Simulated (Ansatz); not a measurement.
# Si: the cost of one run

The runs shown are made with Ansatz 0.2.0. PAW datasets, plane waves, zero pressure. The structure was generated, not taken from experiment, and needn't be the ground state; spin polarisation is off.

## 1. The system as given

This is the cell as the run starts from it, not yet at rest; its lengths are not the crystal's.

Space group P6_3/mmc (No. 194), hexagonal; a = 3.625 Å, c = 11.840 Å in the conventional setting, 16.84 Å³ an atom. Si has 4 Si at 2.22 Å.

Coordinates:

```cif
data_structure
_symmetry_space_group_name_H-M 'P6_3/mmc'
_symmetry_Int_Tables_number 194
_cell_length_a 3.6252
_cell_length_b 3.6252
_cell_length_c 11.8400
_cell_angle_alpha 90.000
_cell_angle_beta 90.000
_cell_angle_gamma 120.000
_cell_volume 134.76
loop_
_atom_site_label
_atom_site_type_symbol
_atom_site_symmetry_multiplicity
_atom_site_Wyckoff_symbol
_atom_site_fract_x
_atom_site_fract_y
_atom_site_fract_z
_atom_site_occupancy
Si1 Si 4 e 0.00000 0.00000 0.90625 1
Si2 Si 4 f 0.33333 0.66667 0.15625 1
```

## 2. Relaxing with PBE

input.yaml reads:

```yaml
crystal:
  lattice:
    - [3.6252448193, 0.0, 0.0]
    - [-1.8126224097, 3.1395541085, 0.0]
    - [0.0, 0.0, 11.8400495799]
  atoms:
    - { symbol: Si, position: [0.0, 0.0, 0.0] }
    - { symbol: Si, position: [0.3333333333, 0.6666666667, 0.25] }
    - { symbol: Si, position: [0.0, 0.0, 0.5] }
    - { symbol: Si, position: [0.6666666667, 0.3333333333, 0.75] }
    - { symbol: Si, position: [0.0, 0.0, 0.1875] }
    - { symbol: Si, position: [0.3333333333, 0.6666666667, 0.4375] }
    - { symbol: Si, position: [0.0, 0.0, 0.6875] }
    - { symbol: Si, position: [0.6666666667, 0.3333333333, 0.9375] }
kpoints:
  mp_grid: { grid: [12, 12, 2] }
hamiltonian:
  xc: pbe
scf:
  occupations: { method: fermi_dirac, width: 0.02 }
relax:
  f_tol: 0.005
  cell: {}
```

The run is started by

```sh
$ ansatz run input.yaml --threads 4 --pin off --max-ram 7372MiB --backend cpu --events-out ev --progress --plain --runs-dir out
```

Q: Estimate wall time and peak memory on 4 threads of Intel Xeon 6975P-C (Granite Rapids), shared host.

About 7.9 s, with a peak of 0.56 GiB.
